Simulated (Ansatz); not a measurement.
# Cu2BrCl (R-3m): following an unstable mode, part 3 of 3

Which phase does Cu2BrCl (R-3m) fall into along its unstable mode, and how much energy does it gain?

Ansatz 0.2.0; DFT LDA, scalar-relativistic, plane waves, PAW.

So far. Step 4 (The mode frozen in, largest atomic shift 0.22 Å): The run ends at a pressure of 0.84 GPa, with forces up to 0.15 eV/Å. Step 5 (Energy along the mode, all amplitudes (two of the runs …): The lowest of the steps tried is at 0.22 Å, 4.46 meV/atom below the parent; the bottom of the well need not coincide with a step.

**6. Relaxing from the distorted cell (continued)**

Relaxation path (22 of 39):

```
step  energy less that of the first step (eV)  largest force component (eV/Å)  pressure (GPa)  volume (Å³)
   1                                   0.0000                          0.0980            0.84        64.82
   3                                  -0.0181                          0.1555           -0.48        66.45
   5                                  -0.0354                          0.1669           -0.30        68.46
   6                                  -0.0410                          0.1355           -0.12        68.46
   8                                  -0.0942                          0.2281            0.55        69.36
  10                                  -0.2402                          0.2136           -0.22        71.24
  12                                  -0.0946                          1.4659           -1.78        75.04
  14                                  -0.3083                          0.2366           -0.45        73.30
  15                                  -0.3069                          0.3139           -0.27        73.80
  17                                  -0.3293                          0.1079            0.10        73.22
  19                                  -0.3908                          0.2960           -0.65        74.12
  21                                  -0.4727                          0.3065           -0.48        74.57
  23                                  -0.5032                          0.0578           -1.31        77.22
  25                                  -0.5176                          0.0246           -0.33        75.33
  26                                  -0.5202                          0.0193            0.00        74.40
  28                                  -0.5208                          0.0095            0.02        74.31
  30                                  -0.5208                          0.0021            0.01        74.38
 32*                                  -0.5393                          0.0035            0.46        74.40
  34                                  -0.5483                          0.0558            0.16        74.93
  35                                  -0.5490                          0.0106           -0.02        75.10
  37                                  -0.5491                          0.0045            0.00        75.16
 39*                                  -0.5495                          0.0006            0.01        75.18
```

Relaxation steps marked * repeat the geometry before them on a plane-wave basis chosen anew for their cell, so energy and pressure can jump there. Other such steps can lie between the rows shown. Relaxation steps 12, 15, 24 were tried and not accepted.

The run keeps the 2 symmetry operations that it works with, so distortions that break them were not tested.

```csv
cell as run,before,after,change
a (Å),6.151,6.088,-1.0 %
b (Å),6.151,6.826,+11.0 %
c (Å),6.151,6.826,+11.0 %
α (°),33.98,31.88,-6.2 %
β (°),33.98,33.73,-0.8 %
γ (°),33.98,33.73,-0.8 %
volume (Å³/atom),16.21,18.79,+16.0 %
```

The atoms that moved most (Å, as changes of fractional coordinates times the final cell):

```
atom      dx      dy      dz  length
 Cu2   0.375   0.217   1.194   1.271
 Cl4   0.209   0.121  -0.748   0.786
 Br3  -0.170  -0.098  -0.563   0.597
 Cu1  -0.415  -0.239   0.117   0.493
```

Final coordinates:

```xyz
4
Lattice="1.2686 0.7324 5.9088 -2.5230 0.7080 6.3026 -0.6483 -2.5390 6.3026" Properties=species:S:1:pos:R:3 pbc="T T T"
Cu   -0.8948   -0.5166    4.6551
Cu   -1.0754   -0.6209   15.1744
Br   -0.2370   -0.1368   -0.5541
Cl   -0.5405   -0.3121    8.4808
```

This step gave:

```yaml
pressure: 0.006454 GPa
gap_on_the_k_mesh: 0.8190 eV
volume_per_atom: 18.79 Å³
```

The distorted start has space group Cm; the relaxation ends in Cm.

**7. The new phase in its own primitive cell**

The relaxed structure is symmetrised, reduced to its primitive cell and relaxed tightly, as its phonons need.

input.yaml reads:

```yaml
crystal:
  lattice:
    - [3.3192022362, -1.8746399547, 0.0]
    - [3.3192022362, 1.8746399547, 0.0]
    - [-0.7533884145, 0.0, 6.0408136426]
  atoms:
    - { symbol: Cu, position: [0.322282956, 0.322282956, 0.7448638338] }
    - { symbol: Cu, position: [0.7372515418, 0.7372515418, 0.4698484778] }
    - { symbol: Br, position: [0.0200837489, 0.0200837489, 0.9035477001] }
    - { symbol: Cl, position: [0.4017408958, 0.4017408958, 0.3817399882] }
kpoints:
  mp_grid: { grid: [8, 8, 4] }
hamiltonian:
  xc: lda
scf:
  occupations: { method: fixed }
output:
  forces: true
  stress: true
  eigenvalues: true
relax:
  adjacent_minimum: "off"
  f_tol: 0.001
  max_steps: 60
  cell: { stress_tol: 0.01 }
```

Started as:

```bash
$ ansatz run input.yaml --threads 4 --pin off --max-ram 7168MiB --backend cpu --events-out ev --progress --plain --runs-dir out
```

Numbers of over 12 decimals in the logs are rounded to 6 here.

The log of the run:

```text
[...]
Crystal: 4 atoms, lattice volume = 75.176 Å³
Basis set: ecut = 420 eV, 1475 PW (Γ)
Bands: 32, of which v1, the nominal top of the filled ones, is band 26 counted from 1 (25 counted from 0)
Symmetry: 2 space group operations
[...]
k-points: 78 of 256 (time reversal used)
[...]
cell:  # Å, volume = 75.2090 Å³
    - [3.318905, -1.874791, 0.00263344]
    - [3.318905, 1.874791, 0.00263344]
    - [-0.748528, 7.128065331231998e-19, 6.042954]
  atoms:
    - { symbol: Cu, position: [0.322182, 0.322182, 0.744806] }
    - { symbol: Cu, position: [0.737411, 0.737411, 0.469951] }
    - { symbol: Br, position: [0.019770, 0.019770, 0.903460] }
    - { symbol: Cl, position: [0.401997, 0.401997, 0.381783] }
[key lines of the parts left out:]
SCF converged after 7 iterations
Free energy (F): -16850.472209 eV
Fermi energy:    8.174695 eV
P = ⅓ Tr σ = -0.0041 GPa (-0.041 kbar)
```

Elapsed: 44 s, on 4 threads of Arm Neoverse N1, shared host; peak memory 0.45 GiB; 2.7 min of CPU time.

Little changed from the start: no atom moved by 0.005 Å and no cell edge by 0.1 %.

Numbers from this step:

```
pressure           : -0.004058 GPa
gap on the k-mesh  : 0.8188 eV
volume per atom    : 18.80 Å³
direct gap on mesh : 0.8188 eV
```

The largest force component left is 0.97 meV/Å and the pressure is -0.004 GPa, within the tolerances set. The cell now holds 18.80 Å³/atom.

**8. Summary of results**

```yaml
unstable_mode_of_the_parent: q = (0, 0, 0), 90i cm⁻¹
depth_at_the_lowest_point_sampled: 4.46 meV/atom
largest_atomic_shift_at_that_point: 0.22 Å
space_group_reached_within_0p01_a: Cm
energy_gained_over_the_parent_first_relaxation_on_the_mesh_of_the_frozen_mode: 142 meV/atom
volume_per_atom_phase_reached: 18.8 Å³
gap_on_the_k_mesh_phase_reached: 0.819 eV
```

From this start the structure relaxes into Cm, 142 meV/atom below the parent. At the parent's cell the well is 4.459 meV/atom deep on the steps tried, with its lowest point at a shift of 0.22 Å. Relaxing atoms and cell changes the gain by +137.38 meV/atom against the lowest step (energies at zero smearing). Most of the total comes from this relaxation. The frozen pattern makes up only 7 % of the final shifts of the atoms, so other modes or strain give most of the change. The modes of the phase reached were not computed on this path. Of the 2 patterns followed to their end from this parent, this one reaches the lowest energy. Each path keeps the symmetry of its pattern, so a lower phase may lie along a pattern not tried. In this run the field response is not settled by the k meshes in reach, so its dielectric tensor, Born charges and longitudinal modes are rough.

[Logs are printed without paths, hosts, clocks, repeated set-up lines and the standing remarks that a program may print on its own settings, such as how far it seeks lower states.]

[Hosts, paths, dates, database ids (printed as entryN), source tags and the programs' standing remarks are cut or masked in the printed files.]
